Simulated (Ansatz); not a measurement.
Ge₃N₄: pressure against volume

Reference cell: a COD entry, whose atoms a relaxation with PBE at fixed cell left in place.

```cif
data_structure
_symmetry_space_group_name_H-M 'P 1'
_symmetry_Int_Tables_number 1
_cell_length_a 5.8754
_cell_length_b 5.8754
_cell_length_c 5.8754
_cell_angle_alpha 60.000
_cell_angle_beta 60.000
_cell_angle_gamma 60.000
_cell_volume 143.42
loop_
_atom_site_label
_atom_site_type_symbol
_atom_site_fract_x
_atom_site_fract_y
_atom_site_fract_z
_atom_site_occupancy
Ge1 Ge 0.12500 0.12500 0.12500 1
Ge2 Ge 0.62500 0.12500 0.12500 1
Ge3 Ge 0.12500 0.12500 0.62500 1
Ge4 Ge 0.12500 0.62500 0.12500 1
Ge5 Ge 0.50000 0.50000 0.50000 1
Ge6 Ge 0.75000 0.75000 0.75000 1
N7 N 0.88320 0.88320 0.88320 1
N8 N 0.89960 0.36680 0.36680 1
N9 N 0.88320 0.88320 0.35040 1
N10 N 0.36680 0.89960 0.36680 1
N11 N 0.35040 0.88320 0.88320 1
N12 N 0.36680 0.36680 0.36680 1
N13 N 0.88320 0.35040 0.88320 1
N14 N 0.36680 0.36680 0.89960 1
```

Atom numbers follow the list; atoms alike are taken as one site, whose name carries the number of the first.

Computed with Ansatz: DFT, PBE, plane waves and PAW (field gradients read without the response of the frozen cores, which leaves them typically 4 to 6 % off), scalar-relativistic, 420 eV cutoff, Γ-centred 6×6×6 k-points, Fermi–Dirac smearing 0.02 eV.

The cell is scaled uniformly, and the ions relax again at each size.

| V/V₀ | pressure (GPa) | gap on the k-mesh (eV) |
| --- | --- | --- |
| 0.98 | 4.9 | 2.15 |
| 1.00 | 0.3 | 1.90 |
| 1.01 | ? | ? |
| 1.03 | -5.5 | 1.53 |
| 1.06 | -10.5 | 1.17 |

(1) Estimate the row at V/V₀ = 1.01 and the bulk modulus.

## Answers

(1) pressure (GPa): -1.7; gap on the k-mesh (eV): 1.77. Worked: a parabola in ln(V/V₀) through the other 4 rows gives -1.7 GPa there. It crosses zero pressure at V/V₀ = 1.002, the equilibrium volume of this functional, where the bulk modulus is B = −dP/d ln V = 213 GPa. The gap falls as the cell grows, by 0.125 eV per per cent of volume.

PBE gaps are too small, by a third to a half in many semiconductors; their changes with volume are better.
